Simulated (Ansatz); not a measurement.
# CuO (CsCl type): how the settings move a single-point run

Aim: see which settings change the result for CuO (CsCl type), by how much, and at what cost.

Method: reference: DFT, PBE, PAW with Ansatz's default frozen-core files, scalar-relativistic, in Ansatz 0.2.0.

1 further run of the same task is left out (set aside as unsound or not needed).

**1. The starting structure**

The structure is tetragonal, space group P4mm (No. 99). Conventional cell: a = 2.637 Å, b = 2.637 Å, c = 2.637 Å, α = 90.00°, β = 90.00°, γ = 90.00°. Cu (site symmetry 4mm) is surrounded by 8 O at 2.17 to 2.40 Å. Around O (site symmetry 4mm) lie 8 Cu at 2.17 to 2.40 Å.

As a file:

```
CELL_PARAMETERS angstrom
2.63683 0.00000 0.00000
0.00000 2.63683 0.00000
0.00000 0.00000 2.63683
ATOMIC_POSITIONS crystal
Cu 0.07585 0.00000 0.00000
O 0.50000 0.50000 0.50000
```

**2. Reference**

File input.yaml:

```yaml
crystal:
  lattice:
    - [2.6368332336, 0.0, 0.0]
    - [0.0, 2.6368332336, 0.0]
    - [0.0, 0.0, 2.6368332336]
  atoms:
    - { symbol: Cu, position: [0.0758485586, 0.0, 0.0] }
    - { symbol: O, position: [0.5, 0.5, 0.5] }
kpoints:
  mp_grid: { grid: [12, 12, 12] }
scf:
  occupations: { method: fermi_dirac, width: 0.08 }
hamiltonian:
  xc: pbe
  pseudopotentials: { kind: paw }
output:
  forces: true
  stress: true
  eigenvalues: true
  efg: { contact_densities: true }
```

On the command line:

```bash
$ ansatz run input.yaml --threads 1 --pin off --max-ram 2048MiB --backend cpu --events-out ev --progress --plain --runs-dir out
```

**3. Changing settings: starting moments, occupations.method methfessel_paxton, occupations.width 0.001, chi_scale 0.0, spin_polarized true**

File input.yaml:

```yaml
crystal:
  lattice:
    - [2.6368332336, 0.0, 0.0]
    - [0.0, 2.6368332336, 0.0]
    - [0.0, 0.0, 2.6368332336]
  atoms:
    - { symbol: Cu, position: [0.0758485586, 0.0, 0.0], spin: 0.2 }
    - { symbol: O, position: [0.5, 0.5, 0.5], spin: 0.2 }
kpoints:
  mp_grid: { grid: [12, 12, 12] }
scf:
  occupations: { method: methfessel_paxton, width: 0.001 }
  initial_density: { chi_scale: 0.0 }
hamiltonian:
  xc: pbe
  pseudopotentials: { kind: paw }
output:
  forces: true
  stress: true
  eigenvalues: true
  efg: { contact_densities: true }
magnetization:
  spin_polarized: true
```

What does the calculation give? Wanted: for each run, ending; energy change; pressure; abs. moment; force.

The runs gave:

| run | ending | energy change | pressure (GPa) | abs. moment (μB) | force (eV/Å) | cycles | time |
| --- | --- | --- | --- | --- | --- | --- | --- |
| reference | converged | 0 | 2.6 | 0.00 | 0.01 | 6 | 5.7 s |
| 1: starting moments, occupations.method methfessel_paxton, occupations.width 0.001, chi_scale 0.0, spin_polarized true | converged | -33.6 meV/atom (σ→0) | 4.1 | 1.09 | 0.12 | 17 | 23 s |

Residual by cycle in the longest SCF loop of each run; runs are numbered as in the table. The quantity is the density residual dr2, in eV.

| cycle | reference | run 1 |
| --- | --- | --- |
| 1 | 0.00153 | 17.6 |
| 2 | 5.4e-4 | 1.28 |
| 4 | 3.9e-6 | 0.0386 |
| 5 | 3.5e-7 | 0.0137 |
| 7 | - | 0.0026 |
| 8 | - | 0.00122 |
| 10 | - | 0.0722 |
| 11 | - | 1.2e-5 |
| 13 | - | 1.1e-5 |
| 14 | - | 2.8e-6 |
| 16 | - | 1.2e-7 |
| 17 | - | 1.1e-8 |

What this shows: Changing the spin polarisation, smearing and start moves the energy by -33.6 meV/atom (σ→0 values), and the pressure goes from 2.6 to 4.1 GPa, the absolute moment goes from 0.00 to 1.09 μB and the largest force goes from 0.01 to 0.12 eV/Å. Cost: 17 SCF cycles against 6, 23 s against 5.7 s.
